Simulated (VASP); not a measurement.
A run of VASP 6.6.1 is set up as follows.

INCAR

```
ALGO = Fast
EDIFF = 1E-7
EDIFFG = -0.01
ENCUT = 600
GGA = PS
IBRION = 2
ISIF = 2
ISMEAR = 0
LASPH = True
LCHARG = False
LREAL = False
LWAVE = False
NELM = 80
NSW = 40
PREC = Accurate
SIGMA = 0.03
```

KPOINTS

```
k-points
0
Gamma
  8 8 8
```

The input POSCAR:

```
PbSe                                    
1.0
    0.0000000000      3.0519897383      3.0519897383
    3.0519897383      0.0000000000      3.0519897383
    3.0519897383      3.0519897383      0.0000000000
  Pb              Se            
     1     1
Direct
     0.0000000000000000    0.0000000000000000    0.0000000000000000
     0.5000000000000000    0.5000000000000000    0.5000000000000000
```

Potentials or basis: VASP PAW PBE potentials, release 64 (Pb_d, Se).

The run is started by

```sh
$ cat potpaw_PBE.64/Pb_d/POTCAR potpaw_PBE.64/Se/POTCAR > POTCAR
$ mpirun -np 1 vasp_std > vasp.out
```

(1) Predict the band gap on the k mesh.

## Answers

(1) 0.17 eV, direct.

Caveat: the relaxation stopped at its first step, so nothing moved; spin-orbit coupling is left out, which as a rule narrows the gap of such compounds by several tenths of an eV.

**What was measured.**

From a printed reference work, monograph, for a bulk crystal of PbSe at 300 K: band gap 0.28 eV (direct).

A measured gap of PbSe is 0.28 eV (direct; 300 K; a printed reference work, monograph); the calculated 0.17 eV misses it by -0.11 eV. 2 values of this kind are on record (0.15 to 0.28 eV); this one was drawn at random. Spin-orbit coupling on Pb, Se is left out. The value is that of PBEsol on a finite k mesh, which can miss the band edges, without temperature or zero-point motion. Semilocal functionals fall short of measured gaps as a rule.
